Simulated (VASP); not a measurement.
# AlCu3 (Fm-3m) in VASP: electric field gradients with r2SCAN

Aim: the electric field gradients of AlCu3 with r2SCAN.

Program: VASP 6.6.1. These are calculated values, not measurements. Logs are shortened: lines on timing, memory, paths and dates and some standing lists are left out, and cuts for length are marked.

### Step 1. The crystal as given

It takes space group Fm-3m (No. 225, cubic). Conventional cell: a = 5.776 Å, b = 5.776 Å, c = 5.776 Å, α = 90.00°, β = 90.00°, γ = 90.00°. Al (site symmetry m-3m) is surrounded by 8 Cu at 2.50 Å. Cu (site symmetry m-3m) is surrounded by 8 Cu at 2.50 Å. Around Cu (site symmetry -43m) lie 4 Al at 2.50 Å and 4 Cu at 2.50 Å.

The cell comes from a database or a generator and needn't be the stable form of this composition.

### Step 2. Electric field gradients, r2SCAN

Contents of POSCAR:

```
AlCu3
1.0
    0.0000000000      2.8880109880      2.8880109880
    2.8880109880      0.0000000000      2.8880109880
    2.8880109880      2.8880109880      0.0000000000
Al Cu
1 3
Direct
    0.0000000000      0.0000000000      0.0000000000
    0.5000000000      0.5000000000      0.5000000000
    0.2500000000      0.2500000000      0.2500000000
    0.7500000000      0.7500000000      0.7500000000
```

Contents of INCAR.step1:

```
PREC = Accurate
ENCUT = 520
ISMEAR = -1
SIGMA = 0.05
LREAL = False
LASPH = True
NELM = 100
NBANDS = 26
GGA = PE
ALGO = Normal
EDIFF = 1E-4
LWAVE = True
LCHARG = False
```

Contents of INCAR.step2:

```
PREC = Accurate
ENCUT = 520
EDIFF = 1E-8
ISMEAR = -1
SIGMA = 0.05
LREAL = False
LASPH = True
NELM = 100
ALGO = Normal
ISIF = 2
LWAVE = False
LCHARG = False
METAGGA = R2SCAN
LMIXTAU = True
LEFG = True
NBANDS = 26
ISTART = 1
```

Contents of KPOINTS:

```
regular mesh
0
Gamma
  11 11 11
```

Potentials or basis: VASP PAW PBE potentials, release 64 (Al, Cu).

On the command line:

```sh
$ cat potpaw_PBE.64/Al/POTCAR potpaw_PBE.64/Cu/POTCAR > POTCAR
$ cp INCAR.step1 INCAR
$ mpirun -np 1 vasp_std > vasp.out
$ cp INCAR.step2 INCAR
$ mpirun -np 1 vasp_std > vasp.out
```

OUTCAR:

```text
PREC = Accurate
   ENCUT = 520
   EDIFF = 1E-8
   ISMEAR = -1
   LREAL = False
   LASPH = True
   NELM = 100
   ISIF = 2
   METAGGA = R2SCAN
   ISTART = 1

 ion  position               nearest neighbor table
   1  0.000  0.000  0.000-   4 2.50   4 2.50   4 2.50   3 2.50   4 2.50   3 2.50   3 2.50   3 2.50
                             2 2.89   2 2.89   2 2.89   2 2.89   2 2.89   2 2.89
   2  0.500  0.500  0.500-   3 2.50   3 2.50   3 2.50   3 2.50   4 2.50   4 2.50   4 2.50   4 2.50
                             1 2.89   1 2.89   1 2.89   1 2.89   1 2.89   1 2.89
   3  0.250  0.250  0.250-   1 2.50   1 2.50   1 2.50   1 2.50   2 2.50   2 2.50   2 2.50   2 2.50

   4  0.750  0.750  0.750-   2 2.50   2 2.50   2 2.50   1 2.50   2 2.50   1 2.50   1 2.50   1 2.50

  LATTYP: Found a face centered cubic cell.
 ALAT       =     5.7760219760

  Lattice vectors:

 A1 = (   0.0000000000,   2.8880109880,   2.8880109880)
 A2 = (   2.8880109880,   0.0000000000,   2.8880109880)
 A3 = (   2.8880109880,   2.8880109880,   0.0000000000)

Analysis of symmetry for initial positions (statically):
=====================================================================
 Subroutine PRICEL returns:
 Original cell was already a primitive cell.

 Routine SETGRP: Setting up the symmetry group for a
 face centered cubic supercell.

 Subroutine GETGRP returns: Found 48 space group operations
 (whereof 48 operations were pure point group operations)
 out of a pool of 48 trial point group operations.

The static configuration has the point symmetry O_h .

Analysis of symmetry for dynamics (positions and initial velocities):
=====================================================================
 Subroutine PRICEL returns:
 Original cell was already a primitive cell.

 Routine SETGRP: Setting up the symmetry group for a
 face centered cubic supercell.

 Subroutine GETGRP returns: Found 48 space group operations
 (whereof 48 operations were pure point group operations)
 out of a pool of 48 trial point group operations.

The dynamic configuration has the point symmetry O_h .

 Subroutine INISYM returns: Found 48 space group operations
 (whereof 48 operations are pure point group operations),
 and found     1 'primitive' translations

----------------------------------------------------------------------------------------

                                     Primitive cell

  volume of cell :      48.1755

  direct lattice vectors                    reciprocal lattice vectors
     0.000000000  2.888010988  2.888010988    -0.173129535  0.173129535  0.173129535
     2.888010988  0.000000000  2.888010988     0.173129535 -0.173129535  0.173129535
     2.888010988  2.888010988  0.000000000     0.173129535  0.173129535 -0.173129535

  length of vectors
     4.084264308  4.084264308  4.084264308     0.299869151  0.299869151  0.299869151

  position of ions in fractional coordinates (direct lattice)
     0.000000000  0.000000000  0.000000000
     0.500000000  0.500000000  0.500000000
     0.250000000  0.250000000  0.250000000
     0.750000000  0.750000000  0.750000000

  ion indices of the primitive-cell ions
   primitive index   ion index
                 1           1
                 2           2
                 3           3
                 4           4

----------------------------------------------------------------------------------------

 KPOINTS: regular mesh

Automatic generation of k-mesh.
 Grid dimensions read from file:
 generate k-points for:   11   11   11

 Generating k-lattice:

  Cartesian coordinates                     Fractional coordinates (reciprocal lattice)
    -0.015739049  0.015739049  0.015739049     0.090909091  0.000000000  0.000000000
     0.015739049 -0.015739049  0.015739049     0.000000000  0.090909091  0.000000000
     0.015739049  0.015739049 -0.015739049     0.000000000  0.000000000  0.090909091

  Length of vectors
     0.027260832  0.027260832  0.027260832

  Shift w.r.t. Gamma in fractional coordinates (k-lattice)
     0.000000000  0.000000000  0.000000000

 Subroutine IBZKPT returns following result:
 ===========================================

 Found     56 irreducible k-points:

 Following reciprocal coordinates:
            Coordinates               Weight
  0.000000  0.000000  0.000000      1.000000
  0.090909  0.000000  0.000000      8.000000
  0.181818  0.000000  0.000000      8.000000
  0.272727  0.000000  0.000000      8.000000
  0.363636  0.000000  0.000000      8.000000
  0.454545  0.000000  0.000000      8.000000
[... 16 lines left out ...]
 -0.272727  0.181818  0.000000     24.000000
 -0.181818  0.181818  0.000000     12.000000
 [... further k-points ...]
   k-points           NKPTS =     56   k-points in BZ     NKDIM =     56   number of bands    NBANDS=     26
   number of dos      NEDOS =    301   number of ions     NIONS =      4
   total plane-waves  NPLWV =  27000
   dimension x,y,z NGX =    30 NGY =   30 NGZ =   30
   dimension x,y,z NGXF=    60 NGYF=   60 NGZF=   60
   ions per type =               1   3
   NGX,Y,Z   is equivalent  to a cutoff of  12.21, 12.21, 12.21 a.u.
   NGXF,Y,Z  is equivalent  to a cutoff of  24.42, 24.42, 24.42 a.u.
 SYSTEM =  unknown system
   PREC   = accura    normal or accurate (medium, high low for compatibility)
   ISTART =      1    job   : 0-new  1-cont  2-samecut
   ICHARG =      0    charge: 1-file 2-atom 10-const
   ISPIN  =      1    spin polarized calculation?
   LNONCOLLINEAR =      F non collinear calculations
   LSORBIT =      F    spin-orbit coupling
   LASPH  =      T    aspherical Exc in radial PAW
   ENCUT  =  520.0 eV  38.22 Ry    6.18 a.u.   7.59  7.59  7.59*2*pi/ulx,y,z
   NELM   =    100;   NELMIN=  2; NELMDL=  0     # of ELM steps
   EDIFF  = 0.1E-07   stopping-criterion for ELM
   LREAL  =      F    real-space projection
   EDIFFG = 0.1E-06   stopping-criterion for IOM
   NSW    =      0    number of steps for IOM
   IBRION =     -1    ionic relax: 0-MD 1-quasi-New 2-CG
   NFREE  =      0    steps in history (QN), initial steepest desc. (CG)
   ISIF   =      2    stress and relaxation
   ISYM   =      2    0-nonsym 1-usesym 2-fastsym
   POTIM  = 0.5000    time-step for ionic-motion
   TEBEG  =    0.0;   TEEND  =   0.0 temperature during run
   PSTRESS=    0.0 pullay stress
   NELECT =      36.0000    total number of electrons
   NUPDOWN=      -1.0000    fix difference up-down
   EMIN   =  10.00;   EMAX   =-10.00  energy-range for DOS
   EFERMI =   0.00;   METHOD = LEGACY
   ISMEAR =    -1;   SIGMA  =   0.05  broadening in eV -4-tet -1-fermi 0-gaus
   EFERMI_NEDOS =   21; number of points for ismear=-14 and -15
   IALGO  =     38    algorithm
   IMIX   =      4    mixing-type and parameters
     AMIX     =   0.40;   BMIX     =  1.00
     AMIX_MAG =   1.60;   BMIX_MAG =  1.00
  volume/ion in A,a.u.               =      12.04        81.28
  Fermi-wavevector in a.u.,A,eV,Ry     =   1.485594  2.807366 30.027919  2.206990
  Thomas-Fermi vector in A             =   2.598986
   LORBIT       =      0    0 simple, 1 ext, 2 COOP (PROOUT), +10 PAW based schemes
   METAGGA = R2SCAN    functional components
   LHFCALC =     F    Hartree Fock is set to
   AEXX    =    0.0000 exact exchange contribution
   IVDW    =     0    specifies the selected vdW correction
   LEPSILON=     F    determine dielectric tensor
   LRPA    =     F    only Hartree local field effects (RPA)
 non-spin polarized calculation
  energy-cutoff  :      520.00
  volume of cell :       48.18
 maximum number of plane-waves:      1313
   NGX = 15   NGY = 15   NGZ = 15

 number of electron      35.9999973 magnetization

 Free energy of the ion-electron system (eV)
  ---------------------------------------------------
  ext. energy  EPLUGINS =         0.00000000
  ---------------------------------------------------
  free energy    TOTEN  =       -39.95887832 eV

  energy without entropy =      -39.95231789  energy(sigma->0) =      -39.95559810

 E-fermi :   8.5863     XC(G=0): -13.3514

 val. band max:        8.5490738992   @ k =   0.2727   0.1818   0.0000
 cond. band min:       8.5952062628   @ k =  -0.1818   0.0909   0.0000
 fundamental gap:      0.0461323636
 Fermi energy:         8.5862955003

 k-point     1 :       0.0000    0.0000    0.0000
  band No.  band energies     occupation
      1      -2.5773      2.00000
      2       3.6174      2.00000
      3       3.6174      2.00000
      4       3.7118      2.00000
      5       3.7119      2.00000
      6       3.7119      2.00000
[... 18 lines left out ...]
     25      15.7980      0.00000
     26      15.7982      0.00000

 k-point     2 :       0.0909    0.0000    0.0000
  band No.  band energies     occupation
      1      -2.4572      2.00000
      2       3.5838      2.00000
      3       3.5838      2.00000
      4       3.6656      2.00000
      5       3.7972      2.00000
      6       3.7973      2.00000
[... 18 lines left out ...]
     25      15.3830      0.00000
     26      15.8098      0.00000

 k-point     3 :       0.1818    0.0000    0.0000
  band No.  band energies     occupation
      1      -2.0998      2.00000
      2       3.5217      2.00000
      3       3.5758      2.00000
      4       3.5758      2.00000
      5       3.9494      2.00000
      6       3.9494      2.00000
[... 572 lines left out ...]
 k-point    23 :      -0.2727    0.1818    0.0000
  band No.  band energies     occupation
      1      -0.6189      2.00000
      2       2.7926      2.00000
      3       3.6045      2.00000
      4       3.6660      2.00000
      5       3.9390      2.00000
      6       4.3209      2.00000
[... 18 lines left out ...]
     25      17.8488      0.00000
     26      20.5279      0.00000

 k-point    24 :      -0.1818    0.1818    0.0000
  band No.  band energies     occupation
      1      -1.3249      2.00000
      2       3.1536      2.00000
      3       3.5697      2.00000
      4       3.8870      2.00000
      5       3.9241      2.00000
      6       4.2232      2.00000
[... 18 lines left out ...]
     25      17.4788      0.00000
     26      20.0225      0.00000

 [... further k-points ...]

------------------------ aborting loop because EDIFF is reached ----------------------------------------

  FORCE on cell =-STRESS in cart. coord.  units (eV):
  Direction    XX          YY          ZZ          XY          YZ          ZX
  --------------------------------------------------------------------------------------
  -------------------------------------------------------------------------------------
  Total        0.2166932      0.2166932      0.2166932     -0.0000000      0.0000000     -0.0000000
  in kB        7.2065822      7.2065822      7.2065822     -0.0000000      0.0000000     -0.0000000
  external PRESSURE =       7.2065822 kB  Pullay stress =       0.0000000 kB

 VOLUME and BASIS-vectors are now :
 -----------------------------------------------------------------------------
  energy-cutoff  :      520.00
  volume of cell :       48.18
      direct lattice vectors                 reciprocal lattice vectors
     0.000000000  2.888010988  2.888010988    -0.173129535  0.173129535  0.173129535
     2.888010988  0.000000000  2.888010988     0.173129535 -0.173129535  0.173129535
     2.888010988  2.888010988  0.000000000     0.173129535  0.173129535 -0.173129535

 POSITION                                       TOTAL-FORCE (eV/Angst)
 -----------------------------------------------------------------------------------
      0.00000      0.00000      0.00000         0.000000      0.000000      0.000000
      2.88801      2.88801      2.88801         0.000000      0.000000      0.000000
      1.44401      1.44401      1.44401        -0.000000     -0.000000      0.000000
      4.33202      4.33202      4.33202         0.000000      0.000000     -0.000000
 -----------------------------------------------------------------------------------
    total drift:                                0.000000     -0.000000      0.000000

  FREE ENERGIE OF THE ION-ELECTRON SYSTEM (eV)
  ---------------------------------------------------
  free  energy   TOTEN  =       -39.9588783188 eV

  energy  without entropy=      -39.9523178868  energy(sigma->0) =      -39.95559810

 Electric field gradients (V/A^2)
---------------------------------------------------------------------
 ion       V_xx      V_yy      V_zz      V_xy      V_xz      V_yz
---------------------------------------------------------------------
   1       0.000    -0.000    -0.000    -0.000    -0.000    -0.000
   2      -0.000    -0.000     0.000    -0.004    -0.004    -0.004
   3      -0.000     0.000     0.000    -0.004    -0.004    -0.004
   4      -0.000     0.000     0.000    -0.004    -0.004    -0.004
---------------------------------------------------------------------

 Electric field gradients after diagonalization (V/A^2)
 (convention: |V_zz| > |V_xx| > |V_yy|)
----------------------------------------------------------------------
 ion       V_xx      V_yy      V_zz     asymmetry (V_yy - V_xx)/ V_zz
----------------------------------------------------------------------
   1       0.000     0.000    -0.000       0.000
   2       0.004     0.004    -0.008       0.000
   3       0.004     0.004    -0.008       0.000
   4       0.004     0.004    -0.008       0.000
----------------------------------------------------------------------

           NMR quadrupolar parameters

 Cq : quadrupolar parameter    Cq=e*Q*V_zz/h
 eta: asymmetry parameters     (V_yy - V_xx)/ V_zz
 Q  : nuclear electric quadrupole moment in mb (millibarn)
----------------------------------------------------------------------
 ion       Cq(MHz)       eta       Q (mb)
----------------------------------------------------------------------
   1      -0.000       0.000       1.000
   2      -0.000       0.000       1.000
   3      -0.000       0.000       1.000
   4      -0.000       0.000       1.000
----------------------------------------------------------------------
```

Run time: 11 min. Hardware: 1 thread of AMD EPYC 7R43 (Zen 3), shared host; peak memory 0.17 GiB.

Results:

* Free energy: -39.9589 eV
* Pressure: 0.7 GPa
* Band gap on the k mesh: none (metal or under the smearing width)

Electric field gradients, principal values (V/Å²):
```
atom    Vxx    Vyy     Vzz
1 Al  0.000  0.000   0.000
2 Cu  0.004  0.004  -0.008
3 Cu  0.004  0.004  -0.008
4 Cu  0.004  0.004  -0.008
```

Caveat: the PAW data sets were made with another functional, which shifts forces and pressure a little.
